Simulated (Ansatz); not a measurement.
**InN: response to strain**

Base system: InN in the wurtzite structure (space group P6_3mc, No. 186; a = 3.5369 Å, c = 5.7136 Å). Axes: x lies along a and z along c of the hexagonal cell.

Strains are applied to the cell and any free atomic positions relax; under biaxial strain the out-of-plane vector relaxes too.

Computed with Ansatz (a quantum-chemistry and plane-wave program), PBEsol, PAW, cutoff 420 eV, scalar-relativistic without spin-orbit coupling.

Notes on the quantities. pressure: mean of the normal stresses, compression positive.

```tsv
change	pressure	volume per atom
base	0.0 GPa	15.48 Å³
biaxial strain −0.79 %, plane normal [001], relaxed out of plane	1.4 GPa	15.33 Å³
isotropic strain −1.37 %	6.2 GPa	14.85 Å³
isotropic strain +0.52 %	…	15.72 Å³
```

Task: Complete the table.

Result: 
- isotropic strain +0.52 %, pressure: -2.0 GPa

A case with no gap was solved on a k-mesh chosen for an insulator, which is coarse for it. Stability against distortions was not tested. All final runs are without spin polarisation.
